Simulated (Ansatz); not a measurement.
Structure types of SnSe were relaxed at one common pressure (all-electron LAPW in Ansatz 0.2.0 under PBE, scalar-relativistic, no spin polarisation, zero temperature). They take these volumes:

```json
{"type": "rocksalt", "space group": "Fm-3m", "V (Å³/atom)": "21.77"}
{"type": "CsCl", "space group": "Pm-3m", "V (Å³/atom)": "19.58"}
{"type": "zincblende", "space group": "F-43m", "V (Å³/atom)": "27.19"}
{"type": "flat h-MgO", "space group": "P6_3/mmc", "V (Å³/atom)": "25.60"}
{"type": "distorted NiAs", "space group": "P6_3/mmc", "V (Å³/atom)": "20.79"}
```

At about which pressure, and is the densest type also the lowest in enthalpy?

20 GPa. The densest is CsCl, and it is also the lowest in enthalpy among these.
